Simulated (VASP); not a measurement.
# CdSe (strained zincblende), PBE single-point calculation: Ansatz's output and VASP's

```
Cd Se
1.0
    -0.03983    3.05863    3.05863
     3.05863   -0.03983    3.05863
     3.05863    3.05863   -0.03983
Cd Se
1 1
Direct
  0.99863 0.99863 0.99863
  0.25137 0.25137 0.25137
```

Ansatz printed

```
SCF 1 converged in 6 iterations: F = -13724.791179 eV  dr2 = 6.33e-9
  greatest PAW one-centre occupation: 1.000 electrons in one spin orbital (limit 2), on the Cd atom at site 0 (counted from 0), in its partial waves of l = 0
NSCF: frozen V_eff on 6 k-points
SCF converged after 6 iterations
Free energy (F): -13724.791179 eV
Harris-Foulkes:  -13724.791179 eV  (|F-HF|=1.61e-8)
Internal energy: -13724.791179 eV  (E = F + TS)
E sigma→0 (E₀):  -13724.791179 eV
Entropy (-TS):   -0.000000 eV (-0.000 meV/atom)
Fermi energy:    7.251778 eV
--- Per-component energies (eV) ---
  E_band       = -905.522481
  E_kinetic    = 623.186131
  E_local      = -6459.669544  (includes V_loc(G=0)·N_el)
  E_nonlocal   = -562.217959
  E_hartree    = 3067.083564
  E_xc         = -280.743963
  E_vxc        = -319.516134  (∫ρ·V_xc dr)
  E_paw        = -5994.795938  (= ΣΔE_a)
  E_vpaw       = -321.469700  (= ΣTr[D̂ρ^β])
  E_aug_tail   = -0.000596  (compensation charges beyond the density's cutoff)
  E_ewald      = -4117.632873
  E_smearing   = -0.000000  (= −TS)
  E_closure    = 0.000000  (closes the sum)
  Σ components = -13724.791179   (vs F -13724.791179, Δ=0.00e0)
--- Forces (eV/Å), atoms counted from 1 ---
  atom   1  Cd    -0.00008030    -0.00008030    -0.00008030
  atom   2  Se     0.00007970     0.00007970     0.00007970
  max |Σ_I F_I| component: 5.91e-7 eV/Å
--- Stress (GPa, compression-positive) ---
        0.879611       0.272397       0.272397
        0.272397       0.879611       0.272397
        0.272397       0.272397       0.879611
  P = ⅓ Tr σ = 0.8796 GPa (8.796 kbar)
--- Band table (eV; the first three rows and the last of 65) ---
  k-point 0: bands = ["-94.5992", "-55.6684", "-55.6678", "-55.6678", "-39.6222", "-39.6222", "-39.6171", "-39.6160", "-39.6160", "-5.4319", "-0.8533", "-0.8533", "-0.8458", "-0.5145", "-0.5145", "6.9340", "6.9340", "7.0096", "7.4928", "12.8342", "12.8342", "13.0451"]
  k-point 1: bands = ["-94.5992", "-55.6684", "-55.6678", "-55.6678", "-39.6222", "-39.6222", "-39.6171", "-39.6160", "-39.6160", "-5.3830", "-0.8376", "-0.8323", "-0.8059", "-0.5157", "-0.5148", "5.7598", "6.8185", "6.8906", "8.4880", "12.6491", "13.0362", "13.2023"]
  k-point 2: bands = ["-94.5992", "-55.6684", "-55.6679", "-55.6678", "-39.6222", "-39.6222", "-39.6171", "-39.6160", "-39.6160", "-5.2637", "-0.8029", "-0.7995", "-0.6544", "-0.5141", "-0.5109", "4.3715", "6.5626", "6.6379", "9.2060", "12.8390", "13.3770", "13.4748"]
  k-point 64: bands = ["-94.5992", "-55.6686", "-55.6679", "-55.6679", "-39.6222", "-39.6222", "-39.6171", "-39.6160", "-39.6160", "-5.0791", "-0.7673", "-0.7673", "-0.4909", "-0.4909", "-0.2278", "2.8369", "6.2162", "6.2162", "9.1959", "13.3046", "13.3046", "14.3085"]
```

The two codes use different PAW datasets and cutoffs. VASP's cell holds 18 valence electrons and Ansatz's 36. Ansatz's stress includes a Pulay correction; VASP's doesn't.

**Question.** What does VASP give for the same cell and level of theory?

**Answer.** gap between bands v and c 0.48 eV; least direct gap 0.48 eV; pressure 1.1 GPa.

From OUTCAR

```
k-points           NKPTS =     65   k-points in BZ     NKDIM =     65   number of bands    NBANDS=     16

   NELECT =      18.0000    total number of electrons

   dimension x,y,z NGX =    32 NGY =   32 NGZ =   32
   dimension x,y,z NGXF=    64 NGYF=   64 NGZF=   64

  energy-cutoff  :      520.00
  volume of cell :       58.35
      direct lattice vectors                 reciprocal lattice vectors
    -0.039830758  3.058628017  3.058628017    -0.160312947  0.162428155  0.162428155
     3.058628017 -0.039830758  3.058628017     0.162428155 -0.160312947  0.162428155
     3.058628017  3.058628017 -0.039830758     0.162428155  0.162428155 -0.160312947

 k-points in reciprocal lattice and weights: KPOINTS created by Atomic Simulation Env
   0.00000000  0.00000000  0.00000000       0.002
   0.12500000  0.00000000 -0.00000000       0.012
   0.25000000  0.00000000 -0.00000000       0.012
   0.37500000  0.00000000 -0.00000000       0.012
   0.50000000  0.00000000 -0.00000000       0.006
   0.12500000  0.12500000  0.00000000       0.012
   0.25000000  0.12500000  0.00000000       0.023
   0.37500000  0.12500000 -0.00000000       0.023
   ...

 E-fermi :   0.9496

 k-point     1 :       0.0000    0.0000    0.0000
  band No.  band energies     occupation
      1     -11.7355      2.00000
      2      -7.1617      2.00000
      3      -7.1617      2.00000
      4      -7.1543      2.00000
      5      -6.8234      2.00000
      6      -6.8234      2.00000
      7       0.6317      2.00000
      8       0.6317      2.00000
      9       0.7082      1.99999
     10       1.1900      0.00001
     11       6.5245      0.00000
     12       6.5245      0.00000
     13       6.7348      0.00000
     14      10.2987      0.00000
     15      11.6742      0.00000
     16      11.6742      0.00000

 k-point     2 :       0.1250    0.0000   -0.0000
  band No.  band energies     occupation
      1     -11.6868      2.00000
      2      -7.1460      2.00000
      3      -7.1409      2.00000
      4      -7.1143      2.00000
      5      -6.8246      2.00000
      6      -6.8237      2.00000
      7      -0.5464      2.00000
      8       0.5159      2.00000
      9       0.5887      2.00000
     10       2.1883      0.00000
     11       6.3450      0.00000
     12       6.7272      0.00000
     13       6.8929      0.00000
     14      10.9111      0.00000
     15      10.9551      0.00000
     16      11.0560      0.00000

 k-point     3 :       0.2500    0.0000   -0.0000
  band No.  band energies     occupation
      1     -11.5679      2.00000
      2      -7.1114      2.00000
      3      -7.1080      2.00000
      4      -6.9629      2.00000
      5      -6.8230      2.00000
      6      -6.8198      2.00000
      7      -1.9369      2.00000
      8       0.2596      2.00000
      9       0.3354      2.00000
     10       2.9042      0.00000
     11       6.5463      0.00000
     12       7.0679      0.00000
     13       7.1654      0.00000
     14      10.6179      0.00000
     15      10.7482      0.00000
     16      10.8146      0.00000

 k-point     4 :       0.3750    0.0000   -0.0000
  band No.  band energies     occupation
      1     -11.4475      2.00000
      2      -7.0833      2.00000
      3      -7.0822      2.00000
      4      -6.8134      2.00000
      5      -6.8079      2.00000
      6      -6.7158      2.00000
      7      -3.0631      2.00000
      8       0.0280      2.00000
      9       0.1059      2.00000
     10       3.0513      0.00000
     11       7.1489      0.00000
     12       7.1641      0.00000
     13       7.4532      0.00000
     14      10.4507      0.00000
     15      11.4011      0.00000
     16      11.6790      0.00000

 k-point     5 :       0.5000    0.0000   -0.0000
  band No.  band energies     occupation
      1     -11.3973      2.00000
      2      -7.0741      2.00000
      3      -7.0740      2.00000
      4      -6.8064      2.00000
      5      -6.7997      2.00000
      6      -6.5618      2.00000
      7      -3.5357      2.00000
      8      -0.0624      2.00000
      9       0.0162      2.00000
     10       3.0422      0.00000
     11       7.1186      0.00000
     12       7.1300      0.00000
     13       7.9543      0.00000
     14      10.6180      0.00000
     15      12.4944      0.00000
     16      12.7709      0.00000

 k-point     6 :       0.1250    0.1250    0.0000
  band No.  band energies     occupation
      1     -11.6699      2.00000
      2      -7.1305      2.00000
      3      -7.1289      2.00000
      4      -7.1160      2.00000
      5      -6.8334      2.00000
      6      -6.8157      2.00000
      7      -0.5733      2.00000
      8       0.3111      2.00000
      9       0.3787      2.00000
     10       2.5320      0.00000
     11       5.9046      0.00000
     12       7.0104      0.00000
     13       7.1275      0.00000
     14       9.8345      0.00000
     15      11.4871      0.00000
     16      11.8087      0.00000

 ...

  Total        0.4177936      0.4177936      0.4177936      0.1001467      0.1001467      0.1001467
  in kB       11.4725839     11.4725839     11.4725839      2.7500209      2.7500209      2.7500209
  external PRESSURE =      11.4725839 kB  Pullay stress =       0.0000000 kB

 POSITION                                       TOTAL-FORCE (eV/Angst)
 -----------------------------------------------------------------------------------
      6.06912      6.06912      6.06912        -0.000947     -0.000947     -0.000947
      1.52767      1.52767      1.52767         0.000947      0.000947      0.000947
 -----------------------------------------------------------------------------------
    total drift:                                0.000116      0.000116      0.000116

  FREE ENERGIE OF THE ION-ELECTRON SYSTEM (eV)
  ---------------------------------------------------
  free  energy   TOTEN  =        -5.4924751077 eV

  energy  without entropy=       -5.4924750952  energy(sigma->0) =       -5.49247510
```
